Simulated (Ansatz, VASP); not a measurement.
# One calculation of Be, two programs

```
Be
1.0
     2.26378    0.00000    0.00000
    -1.13189    1.96049    0.00000
     0.00000    0.00000    3.56173
Be
2
Direct
  0.00000 0.00000 0.00000
  0.33333 0.66667 0.50000
```

Alike in both runs: functional r2SCAN; k mesh 27 × 27 × 15; no spin polarisation.

Ansatz relaxed the structure, and its values are those at the end. VASP's run is a single point on that final structure, the one shown.

|  | VASP | Ansatz |
| --- | --- | --- |
| version | VASP 6.6.1 | Ansatz 0.2.0 |
| potentials or method | VASP PAW PBE potentials, release 64 (Be) | plane-wave PAW, scalar-relativistic |
| plane-wave cutoff (eV) | 520 | 500 |
| occupations | methfessel-paxton of order 1, width 0.1 eV | cold, width 0.1 eV |
| valence electrons in the cell | 4 | 4 |

Ansatz gave:

| Item | Value |
| --- | --- |
| pressure (GPa) | 0.0 |

Task: Estimate VASP's values.

Result: Pressure (GPa): 0.3.

Caveats: the PAW data sets were made with another functional, which shifts forces and pressure a little (VASP).
